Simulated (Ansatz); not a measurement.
The following input was run with Ansatz 0.2.0.

```yaml
crystal:
  lattice:
    - [1.9842061695, 1.1455819661, 8.3444471527]
    - [-1.9842061695, 1.1455819661, 8.3444471527]
    - [0.0, -2.2911639322, 8.3444471527]
  atoms:
    - { symbol: In, position: [0.0007716514, 0.0007716514, 0.0007716514] }
    - { symbol: In, position: [0.110568183, 0.110568183, 0.110568183] }
    - { symbol: Se, position: [0.6169296334, 0.6169296334, 0.6169296334] }
    - { symbol: Se, position: [0.8277305321, 0.8277305321, 0.8277305321] }
basis:
  ecutwfc: 420
kpoints:
  mp_grid: { grid: [12, 12, 12] }
hamiltonian:
  xc: pbesol
scf:
  occupations: { method: gaussian, width: 0.02 }
output:
  forces: true
  stress: true
  eigenvalues: true
relax:
  adjacent_minimum: "off"
  f_tol: 0.01
  max_steps: 30
  cell: { stress_tol: 0.1, fix: [volume] }
```

Run as
```bash
ansatz run input.yaml --threads 1 --pin off --max-ram 2560MiB --backend cpu --events-out ev --progress --plain --runs-dir out
```

The calculation used DFT PBEsol, scalar-relativistic, plane waves, PAW (Ansatz).

Part of what the program printed, abridged:

```
Pseudopotentials: kind: paw
Pseudopotential: In, paw, valence charge 13, recommended cutoff 420 eV (normal)
Pseudopotential: Se, paw, valence charge 16, recommended cutoff 420 eV (normal)
Functional definition: PBEsol
Crystal: 4 atoms, lattice volume = 113.805 Å³
Basis set: ecut = 420 eV, 2259 PW (Γ), FFT grids on a1−a3, a2−a3, a3, exchange–correlation on 54×54×120 points (8 copies of the dense FFT grid, shifted against one another)
Bands: 35, of which v1, the nominal top of the filled ones, is band 29 counted from 1 (28 counted from 0)
Symmetry: 6 space group operations
Space group: R3m (ITA 160), of the structure as read, at distance tolerance 4.8e-5 Å
k-points: 189 of 1728 (time reversal used)
Initial density: superposition of atomic densities (neutral atoms: chi_scale 0, normalization atom), corrected by the library's trained network
Initial wavefunctions: pseudopotential atomic-orbital guess
Functional: x = pbesol(κ = 0.804, μ = 0.12345679), c = pbesol(β = 0.046)
SCF iter   1: F=—  HF=-21901.154529 eV  |F-HF|=—  |Δ(HF+E_count)|=         —  Δρ=4.40e-3  dr2=4.74e-2  ethr=1.77e-3  ⟨swp⟩=6.9  Hψ=29024  notcnv=0
SCF iter   2: F=—  HF=-21901.143319 eV  |F-HF|=—  |Δ(HF+E_count)|=   1.12e-2  Δρ=1.50e-3  dr2=2.73e-3  ethr=8.17e-5  ⟨swp⟩=2.9  Hψ=9431  notcnv=0  defer=227
SCF iter   3: F=—  HF=-21901.142955 eV  |F-HF|=—  |Δ(HF+E_count)|=   3.63e-4  Δρ=6.49e-4  dr2=5.70e-4  ethr=4.71e-6  ⟨swp⟩=2.3  Hψ=11151  notcnv=0  defer=227
SCF iter   4: F=—  HF=-21901.143015 eV  |F-HF|=—  |Δ(HF+E_count)|=   5.96e-5  Δρ=1.96e-4  dr2=5.20e-5  ethr=9.83e-7  ⟨swp⟩=2.0  Hψ=7722  notcnv=0  defer=227
SCF iter   5: F=—  HF=-21901.143044 eV  |F-HF|=—  |Δ(HF+E_count)|=   2.86e-5  Δρ=4.45e-5  dr2=2.99e-6  ethr=8.97e-8  ⟨swp⟩=2.0  Hψ=11869  notcnv=0  defer=227
SCF iter   6: F=—  HF=-21901.143045 eV  |F-HF|=—  |Δ(HF+E_count)|=   1.34e-6  Δρ=2.05e-5  dr2=5.01e-7  ethr=5.16e-9  ⟨swp⟩=2.0  Hψ=11869  notcnv=0  defer=227
SCF iter   7: F=-21901.143046 eV  HF=-21901.143046 eV  |F-HF|=3.79e-8  |Δ(HF+E_count)|=   6.76e-7  Δρ=4.69e-6  dr2=2.94e-8  ethr=1.72e-10  ⟨swp⟩=9.8  Hψ=29289  notcnv=0
SCF 1 converged in 7 iterations: F = -21901.143046 eV  dr2 = 2.94e-8
relax step   1: F+E_penalty+E_count = -21901.14304577 eV  Δ(F+E_penalty+E_count) = +0.000e0 eV  max|allowed force component| = 2.374e-1 eV/Å  Δτ_max = 0.0000 Å  P = +1.647 GPa  Ω = 113.805 Å³  fix = [volume]  reactions: volume +1.647 GPa (7 SCF iters, dr2 threshold 1.00e-7 eV, accepted)
Basis set: ecut = 420 eV, 2241 PW (Γ), FFT grids on a1−a3, a2−a3, a3, exchange–correlation on 54×54×120 points (8 copies of the dense FFT grid, shifted against one another)
Initial density: handed on by an earlier stage of this run
Initial wavefunctions: those handed on with the density
SCF iter   1: F=—  HF=-21901.158272 eV  |F-HF|=—  |Δ(HF+E_count)|=         —  Δρ=8.13e-3  dr2=6.44e-2  ethr=1.06e-4  ⟨swp⟩=1.9  Hψ=31946  notcnv=0
SCF iter   2: F=—  HF=-21901.137425 eV  |F-HF|=—  |Δ(HF+E_count)|=   2.08e-2  Δρ=3.47e-3  dr2=9.70e-3  ethr=1.06e-4  ⟨swp⟩=3.6  Hψ=13398  notcnv=0
SCF iter   3: F=—  HF=-21901.134858 eV  |F-HF|=—  |Δ(HF+E_count)|=   2.57e-3  Δρ=7.38e-4  dr2=6.66e-4  ethr=1.67e-5  ⟨swp⟩=2.4  Hψ=12570  notcnv=0
SCF iter   4: F=—  HF=-21901.134975 eV  |F-HF|=—  |Δ(HF+E_count)|=   1.17e-4  Δρ=3.23e-4  dr2=1.27e-4  ethr=1.15e-6  ⟨swp⟩=2.0  Hψ=13213  notcnv=0
SCF iter   5: F=—  HF=-21901.135013 eV  |F-HF|=—  |Δ(HF+E_count)|=   3.78e-5  Δρ=1.07e-4  dr2=1.39e-5  ethr=2.19e-7  ⟨swp⟩=3.0  Hψ=12118  notcnv=0
SCF iter   6: F=—  HF=-21901.135015 eV  |F-HF|=—  |Δ(HF+E_count)|=   2.64e-6  Δρ=2.34e-5  dr2=1.15e-6  ethr=2.39e-8  ⟨swp⟩=2.0  Hψ=11944  notcnv=0
SCF iter   7: F=-21901.135016 eV  HF=-21901.135016 eV  |F-HF|=2.85e-9  |Δ(HF+E_count)|=   6.63e-7  Δρ=7.99e-6  dr2=1.04e-7  ethr=6.90e-10  ⟨swp⟩=5.2  Hψ=28382  notcnv=0
SCF 2 converged in 7 iterations: F = -21901.135016 eV  dr2 = 1.04e-7
relax step   2: F+E_penalty+E_count = -21901.13501597 eV  Δ(F+E_penalty+E_count) = +8.030e-3 eV  max|allowed force component| = 2.976e-1 eV/Å  Δτ_max = 0.1160 Å  P = -0.328 GPa  Ω = 113.805 Å³  energy of the carried Pulay correction = -1.052e-17 eV  fix = [volume]  (7 SCF iters, dr2 threshold 4.00e-7 eV, rejected (line search))
SCF iter   1: F=—  HF=-21901.160737 eV  |F-HF|=—  |Δ(HF+E_count)|=         —  Δρ=4.27e-3  dr2=1.88e-2  ethr=3.39e-5  ⟨swp⟩=2.0  Hψ=29217  notcnv=0
SCF iter   2: F=—  HF=-21901.154755 eV  |F-HF|=—  |Δ(HF+E_count)|=   5.98e-3  Δρ=1.82e-3  dr2=2.96e-3  ethr=3.24e-5  ⟨swp⟩=2.7  Hψ=11164  notcnv=0
SCF iter   3: F=—  HF=-21901.153973 eV  |F-HF|=—  |Δ(HF+E_count)|=   7.82e-4  Δρ=3.64e-4  dr2=1.73e-4  ethr=5.11e-6  ⟨swp⟩=2.0  Hψ=12478  notcnv=0
SCF iter   4: F=—  HF=-21901.154011 eV  |F-HF|=—  |Δ(HF+E_count)|=   3.76e-5  Δρ=1.61e-4  dr2=3.73e-5  ethr=2.97e-7  ⟨swp⟩=2.0  Hψ=12150  notcnv=0
SCF iter   5: F=—  HF=-21901.154014 eV  |F-HF|=—  |Δ(HF+E_count)|=   3.10e-6  Δρ=4.97e-5  dr2=3.48e-6  ethr=6.44e-8  ⟨swp⟩=2.0  Hψ=12096  notcnv=0
SCF iter   6: F=—  HF=-21901.154017 eV  |F-HF|=—  |Δ(HF+E_count)|=   2.46e-6  Δρ=1.31e-5  dr2=3.69e-7  ethr=5.99e-9  ⟨swp⟩=2.0  Hψ=12096  notcnv=0
SCF iter   7: F=—  HF=-21901.154017 eV  |F-HF|=—  |Δ(HF+E_count)|=   2.25e-7  Δρ=4.58e-6  dr2=3.08e-8  ethr=6.36e-10  ⟨swp⟩=2.0  Hψ=12096  notcnv=0
SCF iter   8: F=—  HF=-21901.154017 eV  |F-HF|=—  |Δ(HF+E_count)|=   1.88e-8  Δρ=1.15e-6  dr2=2.09e-9  ethr=5.32e-11  ⟨swp⟩=2.0  Hψ=12096  notcnv=0
SCF iter   9: F=—  HF=-21901.154017 eV  |F-HF|=—  |Δ(HF+E_count)|=   2.82e-9  Δρ=3.25e-7  dr2=1.70e-10  ethr=3.61e-12  ⟨swp⟩=2.0  Hψ=9990  notcnv=0
SCF iter  10: F=-21901.154017 eV  HF=-21901.154017 eV  |F-HF|=2.18e-11  |Δ(HF+E_count)|=  2.26e-10  Δρ=1.47e-7  dr2=3.13e-11  ethr=1.00e-12  ⟨swp⟩=4.0  Hψ=23778  notcnv=0
the search or the solves at the SCF's close seem to have found levels that the self-consistency loop had missed (the run counts 1). By its estimate they hold under 1e-12 electrons; where the run keeps them, the occupations were computed again with them
SCF 3 converged in 10 iterations: F = -21901.154017 eV  dr2 = 3.13e-11
relax step   3: F+E_penalty+E_count = -21901.15401684 eV  Δ(F+E_penalty+E_count) = -1.097e-2 eV  max|allowed force component| = 1.680e-2 eV/Å  Δτ_max = 0.0553 Å  P = +0.654 GPa  Ω = 113.805 Å³  fix = [volume]  reactions: volume +0.654 GPa (10 SCF iters, accepted)
Basis set: ecut = 420 eV, 2253 PW (Γ), FFT grids on a1−a3, a2−a3, a3, exchange–correlation on 54×54×120 points (8 copies of the dense FFT grid, shifted against one another)
SCF iter   1: F=—  HF=-21901.154202 eV  |F-HF|=—  |Δ(HF+E_count)|=         —  Δρ=1.38e-4  dr2=1.37e-5  ethr=3.51e-8  ⟨swp⟩=3.0  Hψ=36113  notcnv=0
SCF iter   2: F=—  HF=-21901.154197 eV  |F-HF|=—  |Δ(HF+E_count)|=   5.81e-6  Δρ=7.17e-5  dr2=3.29e-6  ethr=2.36e-8  ⟨swp⟩=1.5  Hψ=6775  notcnv=0
SCF iter   3: F=—  HF=-21901.154196 eV  |F-HF|=—  |Δ(HF+E_count)|=   3.50e-7  Δρ=1.24e-5  dr2=2.96e-7  ethr=5.67e-9  ⟨swp⟩=2.0  Hψ=7933  notcnv=0
SCF iter   4: F=-21901.154196 eV  HF=-21901.154196 eV  |F-HF|=3.46e-9  |Δ(HF+E_count)|=   2.35e-9  Δρ=3.50e-6  dr2=1.88e-8  ethr=9.89e-11  ⟨swp⟩=5.1  Hψ=24250  notcnv=0
SCF 4 converged in 4 iterations: F = -21901.154196 eV  dr2 = 1.88e-8
relax step   4: F+E_penalty+E_count = -21901.15419633 eV  Δ(F+E_penalty+E_count) = -1.795e-4 eV  max|allowed force component| = 3.250e-3 eV/Å  Δτ_max = 0.0013 Å  P = +0.637 GPa  Ω = 113.805 Å³  energy of the carried Pulay correction = +7.013e-18 eV  fix = [volume]  reactions: volume +0.637 GPa (4 SCF iters, dr2 threshold 5.74e-8 eV, accepted)
Initial wavefunctions: pseudopotential atomic-orbital guess (no wavefunctions were taken with the density)
SCF iter   1: F=—  HF=-21901.153979 eV  |F-HF|=—  |Δ(HF+E_count)|=         —  Δρ=1.40e-4  dr2=5.17e-7  ethr=2.74e-7  ⟨swp⟩=3.0  Hψ=42328  notcnv=0
SCF iter   2: F=—  HF=-21901.154142 eV  |F-HF|=—  |Δ(HF+E_count)|=   1.63e-4  Δρ=7.05e-5  dr2=1.30e-7  ethr=8.91e-10  ⟨swp⟩=2.0  Hψ=10365  notcnv=0
SCF iter   3: F=—  HF=-21901.154197 eV  |F-HF|=—  |Δ(HF+E_count)|=   5.49e-5  Δρ=1.22e-6  dr2=7.16e-10  ethr=2.24e-10  ⟨swp⟩=2.0  Hψ=8104  notcnv=0
SCF iter   4: F=-21901.154197 eV  HF=-21901.154197 eV  |F-HF|=1.89e-10  |Δ(HF+E_count)|=   1.20e-8  Δρ=3.03e-7  dr2=1.43e-10  ethr=1.00e-12  ⟨swp⟩=5.8  Hψ=26937  notcnv=0
SCF 5 converged in 4 iterations: F = -21901.154197 eV  dr2 = 1.43e-10
SCF converged after 4 iterations
Free energy (F): -21901.154197 eV
Harris-Foulkes:  -21901.154197 eV  (|F-HF|=1.89e-10)
Internal energy: -21901.154197 eV  (E = F + TS)
E sigma→0 (E₀):  -21901.154197 eV
Fermi energy:    7.697028 eV
--- Per-component energies (eV) ---
  E_band       = -902.187471
  E_kinetic    = 723.763922
  E_local      = -7793.615389  (includes V_loc(G=0)·N_el)
  E_nonlocal   = -448.448219
  E_hartree    = 3591.035972
  E_xc         = -633.294553
  E_vxc        = -395.522181  (∫ρ·V_xc dr)
  E_paw        = -11904.052662  (= ΣΔE_a)
  E_vpaw       = -170.436390  (= ΣTr[D̂ρ^β])
  E_aug_tail   = -0.001145  (compensation charges beyond the density's cutoff)
  E_ewald      = -5439.030829
  E_core_change = 2.488706  (= ΣΔE_core)
  E_smearing   =  0.000000  (= −TS)
--- Forces (eV/Å), atoms counted from 1 ---
  atom   1  In     0.00000000     0.00000000     0.00215127
  atom   2  In     0.00000000     0.00000000    -0.00229767
  atom   3  Se     0.00000000     0.00000000     0.00325507
  atom   4  Se     0.00000000     0.00000000    -0.00310892
--- Stress (GPa, compression-positive) ---
        0.660371       0.000000       0.000000
        0.000000       0.660371       0.000000
        0.000000       0.000000       0.587316
  P = ⅓ Tr σ = 0.6360 GPa (6.360 kbar)
--- Band table (eV; the first three rows and the last of 189) ---
  k-point 0: bands = ["-40.0450", "-40.0450", "-40.0428", "-40.0428", "-40.0193", "-40.0193", "-40.0187", "-40.0187", "-40.0095", "-40.0095", "-7.2979", "-7.0936", "-7.0936", "-7.0009", "-7.0009", "-6.9914", "-6.9914", "-6.8037", "-6.8037", "-6.7955", "-6.1635", "-5.6581", "0.9962", "4.0778", "5.8397", "6.1708", "6.1708", "6.3166", "6.3166", "9.2967", "9.5521", "11.8326", "11.8326", "12.5973", "12.9629"]
  k-point 1: bands = ["-40.0450", "-40.0449", "-40.0428", "-40.0428", "-40.0193", "-40.0193", "-40.0187", "-40.0187", "-40.0095", "-40.0095", "-7.2980", "-7.1273", "-7.0924", "-7.0348", "-6.9955", "-6.9937", "-6.9876", "-6.8312", "-6.8043", "-6.7558", "-6.0763", "-5.5899", "1.0530", "3.9358", "5.5169", "5.9868", "6.0729", "6.2421", "6.2959", "9.4643", "9.9520", "11.4048", "11.9030", "12.5264", "12.8319"]
  k-point 2: bands = ["-40.0450", "-40.0449", "-40.0428", "-40.0428", "-40.0193", "-40.0193", "-40.0187", "-40.0187", "-40.0095", "-40.0095", "-7.3050", "-7.1935", "-7.1117", "-7.0904", "-6.9996", "-6.9810", "-6.9759", "-6.8481", "-6.8060", "-6.7147", "-5.8492", "-5.4053", "1.2026", "3.5211", "4.7106", "5.6949", "5.8375", "6.0376", "6.3913", "9.6630", "10.1731", "11.1780", "11.9813", "12.0585", "13.2308"]
  k-point 188: bands = ["-40.0450", "-40.0450", "-40.0428", "-40.0428", "-40.0193", "-40.0193", "-40.0187", "-40.0187", "-40.0095", "-40.0095", "-7.2978", "-7.0938", "-7.0938", "-7.0007", "-7.0007", "-6.9915", "-6.9915", "-6.8111", "-6.8035", "-6.8035", "-6.0024", "-5.8266", "1.4104", "3.0316", "6.0979", "6.0979", "6.3988", "6.3988", "7.5303", "7.8637", "9.6353", "11.7278", "11.7278", "13.1215", "13.1215"]
--- Relaxed structure (4 steps of the walk, 3 accepted, 1 SCFs on fresh bases) ---
  F+E_penalty+E_count = -21901.15419662 eV   max|allowed force component| = 3.255e-3 eV/Å   (the final SCF, on the basis selected at the relaxed cell)
  cell:  # Å, volume = 113.8051 Å³
    - [1.99458075, 1.15157173, 8.25786752]
    - [-1.99458075, 1.15157173, 8.25786752]
    - [0.0, -2.30314347, 8.25786752]
  atoms:
    - { symbol: In, position: [-0.00017152, -0.00017152, -0.00017152] }
    - { symbol: In, position: [0.11153060, 0.11153060, 0.11153060] }
    - { symbol: Se, position: [0.61467132, 0.61467132, 0.61467132] }
    - { symbol: Se, position: [0.82996958, 0.82996958, 0.82996958] }
```

The relaxation met its thresholds.

The run took 2.8 min on 1 thread of Intel(R) Xeon(R) 6975P-C (Granite Rapids), on a shared host, peak memory 0.85 GiB.

The cell holds layers, and where no dispersion correction was added their binding is poorly described.